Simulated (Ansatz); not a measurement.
**Moving the choice of potentials or basis in Au**

Space group Cmcm (No. 63). a = 2.823 Å, b = 5.112 Å, c = 4.893 Å, α = 90.00°, β = 90.00°, γ = 90.00°
```json
{"atom": "Au", "site": "4c", "symmetry": "m2m", "x": "0.5000", "y": "0.1653", "z": "0.7500"}
```

This isn't the form of Au at room conditions, which is fcc.

Kept alike: task equation of state; functional PBEsol; k mesh 11 × 11 × 6; occupations fermi-dirac, width 0.05 eV; no spin polarisation. Program: Ansatz. Cutoffs run from 420 to 1034 eV. The mesh is that of the run's cell of 2 atoms. No spin-orbit coupling.

| choice of potentials or basis | volume (Å³/atom) | bulk modulus (GPa) |
| --- | --- | --- |
| Ansatz PAW (files of its older set among them) (made for PBE) | 17.073 | 172.1 |
| Ansatz PAW (made for PBE) | 17.068 | 172.2 |
| JTH PAW (made for PBE) | 17.125 | 172.8 |
| PseudoDojo standard (made for PBE) | 17.029 | 173.2 |
| PseudoDojo stringent (made for PBE) | 17.029 | 173.2 |

For a metal such a mesh leaves the last digits unconverged. Volume and modulus come from cells scaled at fixed shape and fractions; off cubic symmetry such a modulus can lie above the relaxed one.

What does the choice of potentials or basis change here?

The volume runs from 17.029 (PseudoDojo standard (made for PBE); PseudoDojo stringent (made for PBE)) to 17.125 Å³/atom (JTH PAW (made for PBE)). The bulk modulus runs from 172.1 (Ansatz PAW (files of its older set among them) (made for PBE)) to 173.2 GPa (PseudoDojo standard (made for PBE); PseudoDojo stringent (made for PBE)).
